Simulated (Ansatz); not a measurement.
Runs of Ansatz 0.2.0 on ZnO (zincite). Symmetry: P6_3mc, No. 186, hexagonal system. Conventional cell: a = 3.249 Å, b = 3.249 Å, c = 5.206 Å, α = 90.00°, β = 90.00°, γ = 120.00°. Zn (site symmetry 3m) has 4 O at 1.97 to 1.98 Å as nearest neighbours. Around O (site symmetry 3m) lie 4 Zn at 1.97 to 1.98 Å. 

| task | level | cell | target pressure (GPa) | points for each segment of the path | gap on the mesh (eV) | pressure (GPa) | relaxed volume (Å³/atom) |
| --- | --- | --- | --- | --- | --- | --- | --- |
| relaxation of cell and atoms | LDA | relaxed to 20 GPa | 20 | - | 0.95 | 20.0 | - |
| relaxation of cell and atoms | revPBE+D3(BJ) | relaxed | - | - | 0.84 | 0.0 | 12.08 |
| relaxation of the atoms | PBE | atoms relaxed | - | - | 0.80 | 4.9 | - |
| relaxation of cell and atoms | revPBE+D4 | relaxed | - | - | (a) | 0.0 | (b) |
| band structure | LDA | as given | - | 14 | (d) | -7.1 | - |
| relaxation of cell and atoms | revPBE | relaxed | - | - | (c) | 0.0 | 12.64 |
| relaxation of cell and atoms | LDA | relaxed to 30 GPa | 30 | - | 1.00 | 30.0 | - |

Alike in all rows: potentials or basis Ansatz PAW; no spin polarisation; k mesh 7 × 7 × 4; cutoff (eV) 420; smearing fermi-dirac 0.05 eV.

Q: Estimate the missing entries.

A: (a) 0.85; (b) 11.99; (c) 0.78; (d) 0.73.

Caveats: odd divisions of the mesh miss points on the zone boundary, where band edges often lie, so the gap on the mesh can be too wide (some runs); the PAW data sets come from PBE, with cores solved anew for the run's functional, which leaves a small shift of forces and pressure (some runs); the plane-wave basis is chosen anew once the cell has moved, so the energies of steps on either side of that aren't comparable (some runs); the thresholds are loose for stress (some runs); the volume moved by over 15 % at a fixed basis, so the end points are rough (some runs).

